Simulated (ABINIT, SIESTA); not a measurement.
This is a calculation of Si2Mo for SIESTA 5.4.2. 

Si2Mo.fdf

```
SystemName                      Si2Mo
SystemLabel                     Si2Mo
NumberOfSpecies                 2
NumberOfAtoms                   3
%block ChemicalSpeciesLabel
  1  42 Mo
  2  14 Si
%endblock ChemicalSpeciesLabel

LatticeConstant                 1.0 Ang
%block LatticeVectors
    -1.6000000000     1.6000000000     3.9305000000
     1.6000000000    -1.6000000000     3.9305000000
     1.6000000000     1.6000000000    -3.9305000000
%endblock LatticeVectors
AtomicCoordinatesFormat         Fractional
%block AtomicCoordinatesAndAtomicSpecies
     0.0000000000     0.0000000000     0.0000000000  1  Mo
     0.6670000000     0.6670000000     0.0000000000  2  Si
     0.3330000000     0.3330000000     0.0000000000  2  Si
%endblock AtomicCoordinatesAndAtomicSpecies

%block kgrid.MonkhorstPack
   12   0   0  0.0
    0  12   0  0.0
    0   0  12  0.0
%endblock kgrid.MonkhorstPack
XC.Functional                   GGA
XC.Authors                      PBEsol
PAO.BasisSize                   DZP
PAO.EnergyShift                 0.003 Ry
Mesh.Cutoff                     800 Ry
OccupationFunction              FD
ElectronicTemperature           0.05 eV
MaxSCFIterations                120
SCF.MustConverge                false
SCF.Mixer.Method                Pulay
SCF.Mixer.Weight                0.25
SCF.Mixer.History               8
SCF.DM.Tolerance                5.0e-05
SCF.H.Tolerance                 1.0e-03 eV
WriteForces                     true
Charge.Mulliken                 end
%block PAO.Basis
  Mo 5
  n=4 0 2
    3.234 0.000
  n=5 0 2
    8.897 0.000
  n=4 1 2
    3.729 0.000
  n=5 1 1
    8.897
  n=4 2 2
    6.735 0.000
%endblock PAO.Basis
```

Potentials or basis: PseudoDojo 0.4 standard (PBEsol files), converted to PSML, two zetas on semicore shells, DZP (energy shift 0.003 Ry; two zetas on semicore shells).

The run is started by

```console
$ siesta Si2Mo.fdf > Si2Mo.out 2>&1
```

Question: Set up the same calculation for ABINIT 10.8.3 (patched build). Potentials or basis there: PseudoDojo NC SR PBEsol v0.4.1 standard, cutoff 1088 eV.

Answer: As run (cutoffs and basis follow the program's own potentials, and thresholds, step limits or extra output files can differ):

Contents of run.abi:

```
# Pseudopotentials
pp_dirpath "./"
pseudos "Mo.upf, Si.upf"

# Structure
acell 3*1.0
rprim
    -3.0235617994     3.0235617994     7.4275685328
     3.0235617994    -3.0235617994     7.4275685328
     3.0235617994     3.0235617994    -7.4275685328
ntypat 2
znucl 42 14
natom 3
typat 1 2 2
xred
     0.0000000000     0.0000000000     0.0000000000
     0.6670000000     0.6670000000     0.0000000000
     0.3330000000     0.3330000000     0.0000000000

# Plane-wave basis
ecut 1088.455450 eV

# k points
kptopt 1
ngkpt 12 12 12
nshiftk 1
shiftk 0.0 0.0 0.0

# Exchange and correlation
ixc -116133

# Bands and occupations
nband 15
occopt 3
tsmear 0.00183747

# SCF cycle
nstep 100
tolvrs 1.0e-10

# Output
iomode 3
prtwf 0
prtden 0
prteig 0
prtebands 0
enunit 2
```

Potentials or basis: PseudoDojo NC SR PBEsol v0.4.1 standard.

Command:

```bash
$ abinit run.abi > log 2>&1
```

Both were run:

|  | SIESTA | ABINIT |
| --- | --- | --- |
| Pressure | -1.3 GPa | -2.7 GPa |
| Largest force | 0.285 eV/Å | 0.323 eV/Å |

Pressure is positive in compression.
